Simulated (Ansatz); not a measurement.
input.yaml

```yaml
crystal:
  lattice:
    - [6.755996, 0.10807, -0.133904]
    - [0.114105, 6.229638, -0.037197]
    - [-0.129312, -0.03365, 6.090823]
  atoms:
    - { symbol: Li, position: [0.9711171871, 0.9841071108, 0.9969459399] }
    - { symbol: Li, position: [0.4779975851, 0.4648076942, 0.5029680668] }
    - { symbol: Li, position: [0.28814255, 0.7920181214, 0.2424362387] }
    - { symbol: Li, position: [0.728606008, 0.7066036869, 0.7577936319] }
    - { symbol: Li, position: [0.7735994977, 0.2753608822, 0.2534670419] }
    - { symbol: Li, position: [0.215053603, 0.2318515143, 0.7466434018] }
    - { symbol: Ag, position: [0.2758428794, 0.7554791589, 0.7636278942] }
    - { symbol: Ag, position: [0.7040895388, 0.7353451943, 0.2369664403] }
    - { symbol: Ge, position: [0.8095764852, 0.2905482444, 0.7159864759] }
    - { symbol: Ge, position: [0.2147701225, 0.2262332178, 0.2855403726] }
    - { symbol: Ge, position: [0.5209928199, 0.0344584295, 0.9686249086] }
    - { symbol: Ge, position: [0.534358451, 0.0213132751, 0.5259869625] }
    - { symbol: Ge, position: [0.0279952536, 0.5508718393, 0.4836147269] }
    - { symbol: Ag, position: [0.0261558455, 0.5179774147, 0.0220249572] }
    - { symbol: Ge, position: [0.4764095689, 0.4549672251, 0.0082362835] }
    - { symbol: Ag, position: [0.977121742, 0.9640547251, 0.5018443497] }
basis:
  ecutwfc: 420
kpoints:
  mp_grid: { grid: [5, 6, 5] }
hamiltonian:
  xc: pbesol
scf:
  occupations: { method: gaussian, width: 0.1 }
  n_extra_bands: 8
output:
  forces: true
  stress: true
  eigenvalues: true
  populations: true
  dos:
    method: { smearing: { sigma: 0.1, scheme: gaussian } }
    projected: true
    de: 0.02
  write_density: true
  write_potential: true
  elf: true
  volumetric_format: npy
```

Command:
```bash
ansatz run input.yaml --threads 4 --pin off --max-ram 9216MiB --backend cpu --events-out ev --progress --plain --runs-dir out
```

Method: DFT PBEsol, scalar-relativistic, plane waves, PAW (Ansatz).

Part of what the program printed, abridged (iterations and final results):

```
SCF iter   1: F=—  HF=-56830.855098 eV  |F-HF|=—  |Δ(HF+E_count)|=         —  Δρ=5.53e-3  dr2=7.32e-2  ethr=1.77e-3  ⟨swp⟩=6.0  Hψ=25364  notcnv=0
SCF iter   2: F=—  HF=-56830.834970 eV  |F-HF|=—  |Δ(HF+E_count)|=   2.01e-2  Δρ=1.76e-3  dr2=9.08e-3  ethr=4.11e-5  ⟨swp⟩=3.0  Hψ=17904  notcnv=0
SCF iter   3: F=—  HF=-56830.832909 eV  |F-HF|=—  |Δ(HF+E_count)|=   2.06e-3  Δρ=8.88e-4  dr2=3.16e-3  ethr=5.10e-6  ⟨swp⟩=2.0  Hψ=7730  notcnv=0
SCF iter   4: F=—  HF=-56830.832224 eV  |F-HF|=—  |Δ(HF+E_count)|=   6.85e-4  Δρ=2.04e-4  dr2=2.62e-4  ethr=1.78e-6  ⟨swp⟩=2.0  Hψ=9963  notcnv=0
SCF iter   5: F=—  HF=-56830.832161 eV  |F-HF|=—  |Δ(HF+E_count)|=   6.33e-5  Δρ=1.00e-4  dr2=5.09e-5  ethr=1.47e-7  ⟨swp⟩=2.0  Hψ=12326  notcnv=0
SCF iter   6: F=—  HF=-56830.832079 eV  |F-HF|=—  |Δ(HF+E_count)|=   8.24e-5  Δρ=4.76e-5  dr2=9.42e-6  ethr=2.86e-8  ⟨swp⟩=2.0  Hψ=12326  notcnv=0
SCF iter   7: F=—  HF=-56830.832077 eV  |F-HF|=—  |Δ(HF+E_count)|=   1.89e-6  Δρ=1.24e-5  dr2=9.38e-7  ethr=5.29e-9  ⟨swp⟩=2.1  Hψ=10240  notcnv=0
SCF iter   8: F=—  HF=-56830.832076 eV  |F-HF|=—  |Δ(HF+E_count)|=   1.71e-7  Δρ=6.88e-6  dr2=1.73e-7  ethr=5.27e-10  ⟨swp⟩=2.0  Hψ=13390  notcnv=0
SCF iter   9: F=-56830.832076 eV  HF=-56830.832076 eV  |F-HF|=2.91e-8  |Δ(HF+E_count)|=   3.61e-8  Δρ=3.29e-6  dr2=3.69e-8  ethr=5.62e-11  ⟨swp⟩=10.9  Hψ=46345  notcnv=0
SCF 1 converged in 9 iterations: F = -56830.832076 eV  dr2 = 3.69e-8
SCF converged after 9 iterations
Free energy (F): -56830.832076 eV
Harris-Foulkes:  -56830.832076 eV  (|F-HF|=2.91e-8)
Internal energy: -56830.812935 eV  (E = F + TS)
E sigma→0 (E₀):  -56830.822506 eV
Entropy (-TS):   -0.019142 eV (-1.196 meV/atom)
Fermi energy:    10.448357 eV
--- Per-component energies (eV) ---
  E_band       = -2611.883517
  E_kinetic    = 2910.846351
  E_local      = -26791.388638  (includes V_loc(G=0)·N_el)
  E_nonlocal   = 2637.791501
  E_hartree    = 11807.813902
  E_xc         = -1252.502592
  E_vxc        = -1413.833624  (∫ρ·V_xc dr)
  E_paw        = -27317.098337  (= ΣΔE_a)
  E_vpaw       = -3570.931267  (= ΣTr[D̂ρ^β])
  E_aug_tail   = 0.003044  (compensation charges beyond the density's cutoff)
  E_ewald      = -18833.076739
  E_core_change = 6.798574  (= ΣΔE_core)
  E_smearing   = -0.019142  (= −TS)
--- Forces (eV/Å), atoms counted from 1 ---
  atom   1  Li     0.00425961     0.02225389    -0.01248962
  atom   2  Li     0.00637921    -0.00161111    -0.00220060
  atom   3  Li     0.01484593    -0.00577755     0.00688725
  atom   4  Li    -0.03094345    -0.01496719     0.00177505
  atom   5  Li    -0.00406455     0.01944803     0.01445993
  atom   6  Li    -0.00436610     0.01010484     0.00015089
  atom   7  Ag     0.01844985    -0.00979979    -0.02057531
  atom   8  Ag     0.01441497    -0.00179811     0.00284777
  atom   9  Ge    -0.05762507    -0.02119645     0.09342149
  atom  10  Ge     0.00343095    -0.02288542    -0.07177918
  atom  11  Ge     0.04995461     0.00308255     0.01791846
  atom  12  Ge     0.00981190    -0.01271795    -0.03607235
  atom  13  Ge     0.02430212    -0.02156060    -0.02843644
  atom  14  Ag    -0.00875957     0.02083563     0.00579442
  atom  15  Ge    -0.06053786     0.01178562     0.01976656
  atom  16  Ag     0.02043860     0.02480400     0.00852405
--- Stress (GPa, compression-positive) ---
       -0.110953       0.125278       0.241240
        0.125278       0.469461      -0.027569
        0.241240      -0.027570      -0.399247
  P = ⅓ Tr σ = -0.0136 GPa (-0.136 kbar)
--- Band table (eV; the first three rows and the last of 76) ---
  k-point 0: bands = ["-82.1611", "-82.0902", "-82.0869", "-82.0085", "-45.7147", "-45.6485", "-45.6318", "-45.6031", "-45.5940", "-45.5811", "-45.5787", "-45.5613", "-45.5514", "-45.5324", "-45.5023", "-45.4675", "-35.3568", "-35.3239", "-35.3056", "-35.2919", "-35.2780", "-35.2550", "-14.2582", "-14.2311", "-14.2217", "-14.2116", "-14.2035", "-14.1963", "-14.1894", "-14.1816", "-14.1622", "-14.1560", "-14.1516", "-14.1416", "-14.1314", "-14.1216", "-14.1151", "-14.1086", "-14.0938", "-14.0766", "-14.0643", "-14.0505", "-14.0484", "-14.0383", "-14.0336", "-14.0280", "-14.0258", "-14.0097", "-13.9999", "-13.9861", "-13.9803", "-13.9693", "-0.9638", "0.5725", "1.4359", "1.7834", "2.7094", "3. ...
  k-point 1: bands = ["-82.1611", "-82.0902", "-82.0869", "-82.0085", "-45.7147", "-45.6485", "-45.6318", "-45.6031", "-45.5938", "-45.5811", "-45.5788", "-45.5613", "-45.5513", "-45.5324", "-45.5023", "-45.4675", "-35.3568", "-35.3239", "-35.3057", "-35.2919", "-35.2780", "-35.2551", "-14.2582", "-14.2311", "-14.2217", "-14.2091", "-14.2035", "-14.1962", "-14.1891", "-14.1813", "-14.1610", "-14.1561", "-14.1503", "-14.1415", "-14.1317", "-14.1228", "-14.1148", "-14.1080", "-14.0943", "-14.0772", "-14.0656", "-14.0515", "-14.0493", "-14.0382", "-14.0338", "-14.0285", "-14.0260", "-14.0097", "-13.9999", "-13.9861", "-13.9802", "-13.9695", "-0.8454", "0.4697", "1.2223", "1.9943", "2.6376", "3. ...
  k-point 2: bands = ["-82.1611", "-82.0902", "-82.0869", "-82.0085", "-45.7147", "-45.6486", "-45.6318", "-45.6031", "-45.5936", "-45.5811", "-45.5791", "-45.5613", "-45.5513", "-45.5324", "-45.5023", "-45.4675", "-35.3568", "-35.3240", "-35.3057", "-35.2918", "-35.2780", "-35.2551", "-14.2582", "-14.2310", "-14.2217", "-14.2055", "-14.2029", "-14.1961", "-14.1885", "-14.1804", "-14.1587", "-14.1561", "-14.1491", "-14.1405", "-14.1329", "-14.1242", "-14.1155", "-14.1063", "-14.0949", "-14.0780", "-14.0675", "-14.0553", "-14.0497", "-14.0379", "-14.0340", "-14.0295", "-14.0262", "-14.0097", "-13.9999", "-13.9861", "-13.9802", "-13.9697", "-0.5160", "0.0419", "1.2242", "2.0767", "2.5819", "3. ...
  k-point 75: bands = ["-82.1611", "-82.0902", "-82.0869", "-82.0085", "-45.7147", "-45.6485", "-45.6318", "-45.6031", "-45.5938", "-45.5811", "-45.5788", "-45.5613", "-45.5514", "-45.5324", "-45.5023", "-45.4675", "-35.3567", "-35.3240", "-35.3058", "-35.2917", "-35.2781", "-35.2551", "-14.2588", "-14.2297", "-14.2229", "-14.2098", "-14.2014", "-14.1969", "-14.1881", "-14.1826", "-14.1608", "-14.1566", "-14.1502", "-14.1404", "-14.1310", "-14.1225", "-14.1146", "-14.1078", "-14.0945", "-14.0770", "-14.0668", "-14.0517", "-14.0491", "-14.0372", "-14.0341", "-14.0291", "-14.0260", "-14.0095", "-14.0001", "-13.9861", "-13.9803", "-13.9705", "-0.4804", "-0.1094", "1.4175", "2.0699", "2.5730", " ...
--- Löwdin populations: 16 sites ---
  site symbol q [e]
     0     Li      2.5299
     1     Li      2.4218
     2     Li      2.4243
     3     Li      2.4106
     4     Li      2.3923
     5     Li      2.3860
     6     Ag     18.5427
     7     Ag     18.5247
     8     Ge     14.6973
     9     Ge     14.6181
    10     Ge     14.5879
    11     Ge     14.6297
    12     Ge     14.7370
    13     Ag     18.6180
    14     Ge     14.7602
    15     Ag     18.5594
  spilling = 0.006518 (of n_electrons = 178.000000)
```

Self-consistency was reached.

It took 110 s on 4 threads of Intel(R) Xeon(R) Processor @ 2.50GHz (Skylake/Cascade Lake), on a shared host, peak memory 1.7 GiB.